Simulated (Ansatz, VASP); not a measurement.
## One calculation of TiB2, two programs

Contents of INCAR:

```
  ALGO = Normal
  EDIFF = 1E-6
  ENCUT = 520
  GGA = PE
  ISIF = 2
  ISMEAR = 0
  LASPH = T
  LCHARG = F
  LREAL = F
  LWAVE = F
  NBANDS = 16
  NELM = 100
  PREC = Accurate
  SIGMA = 0.15
```

File KPOINTS:

```
k-points
0
Gamma
  18 18 16
```

File POSCAR:

```
TiB2
1.0
    2.9369982116      0.0000000000      0.0000000000
   -1.4684991058      2.5435150621      0.0000000000
    0.0000000000      0.0000000000      3.4357461927
Ti B
1 2
Direct
    0.0000000000      0.0000000000      0.0000000000
    0.3333333333      0.6666666667      0.5000000000
    0.6666666667      0.3333333333      0.5000000000
```

Input for Ansatz:

```yaml
crystal:
  lattice:
    - [2.9369982116, 0.0, 0.0]
    - [-1.4684991058, 2.5435150621, 0.0]
    - [0.0, 0.0, 3.4357461927]
  atoms:
    - { symbol: Ti, position: [0.0, 0.0, 0.0] }
    - { symbol: B, position: [0.3333333333, 0.6666666667, 0.5] }
    - { symbol: B, position: [0.6666666667, 0.3333333333, 0.5] }
basis:
  ecutwfc: 420
kpoints:
  mp_grid: { grid: [18, 18, 16] }
hamiltonian:
  xc: pbe
scf:
  occupations: { method: gaussian, width: 0.15 }
output:
  forces: true
  stress: true
  eigenvalues: true
  write_density: true
  write_potential: true
  elf: true
  volumetric_format: npy
```

Alike in both runs: task single point; functional PBE; k mesh 18 × 18 × 16; occupations gaussian, width 0.15 eV; no spin polarisation.

```csv
,VASP,Ansatz
version,VASP 6.6.1,Ansatz 0.2.0
potentials or method,"VASP PAW PBE potentials, release 64 (Ti_sv, B)","scalar-relativistic, plane waves, PAW"
plane-wave cutoff (eV),520,420
valence electrons in the cell,18,18
```

|  | VASP | Ansatz | Ansatz less VASP |
| --- | --- | --- | --- |
| gap on the k mesh at the Fermi level (eV) | none | none | - |
| pressure (GPa) | 4.9 | 4.7 | -0.18 |
| largest component of the traceless stress (GPa) | 26.60 | 26.63 | +0.030 |

A gap of «none» marks a metal or a gap that the smearing closes.
